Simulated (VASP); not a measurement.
**VASP 6.6.1 run: GaN**

INCAR

```
ISMEAR = -1
NELM = 54
LCHARG = .FALSE.
PREC = Medium
LREAL = .FALSE.
EDIFF = 1E-7
NBANDS = 26
IBRION = -1
LASPH = .TRUE.
ISIF = 2
BMIX = 3
NSW = 0
LWAVE = .FALSE.
GGA = RP
SIGMA = 0.02
ENCUT = 520
```

KPOINTS

```
KPOINTS created by Atomic Simulation Environment
0
Gamma
12 12 6
0 0 0
```

POSCAR

```
Ga N
 1.0000000000000000
     3.2149808698916900   -0.0000000000288676    0.0000000000000000
    -1.6074904349208452    2.7842551060216305    0.0000000000000000
     0.0000000000000000    0.0000000000000000    5.2354614815999998
 Ga  N
   2   2
Cartesian
  0.0000000000166665  1.8561700706714648 -0.0046428653555053
  1.6074904349541779  0.9280850353212985  2.6130878754444948
  0.0000000000166665  1.8561700706714648  1.9679409209555054
  1.6074904349541779  0.9280850353212985  4.5856716617555060
```

The recommended PBE PAW datasets give the neutral cell 36 valence electrons.

Command

```
mpirun -np 1 vasp_std
```

Predict the outcome of this run.

It converged. Results: gap between bands v and c on the k mesh 1.80 eV; least direct gap on the k mesh 1.80 eV; pressure 4.5 GPa. Band v is the last that the valence electrons fill when counted band by band, and c is the next.

OSZICAR

```
N       E                     dE             d eps       ncg     rms          rms(c)
DAV:   1     0.284836250671E+03    0.28484E+03   -0.17743E+04  4256   0.257E+03
DAV:   2     0.106056303772E+02   -0.27423E+03   -0.25920E+03  4328   0.490E+02
DAV:   3    -0.252851680347E+02   -0.35891E+02   -0.35400E+02  4688   0.144E+02
DAV:   4    -0.265178026110E+02   -0.12326E+01   -0.12273E+01  4652   0.287E+01
DAV:   5    -0.265437895466E+02   -0.25987E-01   -0.25952E-01  4840   0.405E+00    0.108E+01
DAV:   6    -0.235528394072E+02    0.29910E+01   -0.26423E+00  6558   0.242E+01    0.551E+00
DAV:   7    -0.226487020651E+02    0.90414E+00   -0.28394E+00  6492   0.180E+01    0.253E+00
DAV:   8    -0.226742775365E+02   -0.25575E-01   -0.53022E-01  4792   0.770E+00    0.767E-01
DAV:   9    -0.226647856299E+02    0.94919E-02   -0.10963E-01  5380   0.805E+00    0.418E-01
DAV:  10    -0.226687376097E+02   -0.39520E-02   -0.18052E-02  5732   0.186E+00    0.220E-01
DAV:  11    -0.226747866913E+02   -0.60491E-02   -0.92377E-03  4118   0.667E-01    0.233E-01
DAV:  12    -0.226750222578E+02   -0.23557E-03   -0.15162E-03  4372   0.359E-01    0.150E-01
DAV:  13    -0.226751041321E+02   -0.81874E-04   -0.91005E-04  5064   0.264E-01    0.631E-02
DAV:  14    -0.226751116467E+02   -0.75147E-05   -0.48570E-04  5118   0.375E-01    0.357E-02
DAV:  15    -0.226750887475E+02    0.22899E-04   -0.89820E-05  5238   0.166E-01    0.123E-02
DAV:  16    -0.226750894204E+02   -0.67288E-06   -0.13192E-05  4446   0.288E-02    0.239E-03
DAV:  17    -0.226750898331E+02   -0.41276E-06   -0.13559E-06  4710   0.864E-03    0.256E-03
DAV:  18    -0.226750899478E+02   -0.11464E-06   -0.25315E-07  4228   0.546E-03    0.130E-03
DAV:  19    -0.226750899901E+02   -0.42358E-07   -0.77669E-08  2824   0.289E-03
   1 F= -.22675090E+02 E0= -.22675090E+02  d E =-.886003E-11
```

For comparison, a separate PBE run of the intended cell, on usual settings and not on those above, gives a gap of 1.74 eV on its mesh and a pressure of 0.7 GPa.
